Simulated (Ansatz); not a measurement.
# ZnS and the effect of the strain (εxx = s, εyy = s)

```
Zn S
1.0
     0.00000    2.70200    2.70200
     2.70200    0.00000    2.70200
     2.70200    2.70200    0.00000
Zn S
1 1
Direct
  0.75000 0.75000 0.75000
  0.00000 0.00000 0.00000
```

Kept alike: task band structure; functional PBEsol; k mesh 7 × 7 × 7; occupations fermi-dirac, width 0.05 eV; no spin polarisation. Program: Ansatz, Ansatz PAW, cutoff 420 eV. The mesh is that of the run's cell of 2 atoms. No spin-orbit coupling.

| s | band gap (eV) | free energy over the lowest row (meV/atom) |
| --- | --- | --- |
| -0.02 | 2.118 | 1.26 |
| -0.01 | 2.045 | 0.00 |
| 0 | 1.972 | 2.86 |
| 0.01 | 1.865 | 9.60 |

The cell shown is the unstrained one; x, y and z are its Cartesian axes; atoms keep their fractions. Gaps are the smaller of the mesh's and the band path's. All rows use potentials made for PBE.

The band gap falls from 2.118 to 1.865 eV between -0.02 and 0.01. That is -0.092 eV for each per cent of strain near s = 0. The free energy is lowest at -0.01, and 9.60 meV an atom higher at 0.01.
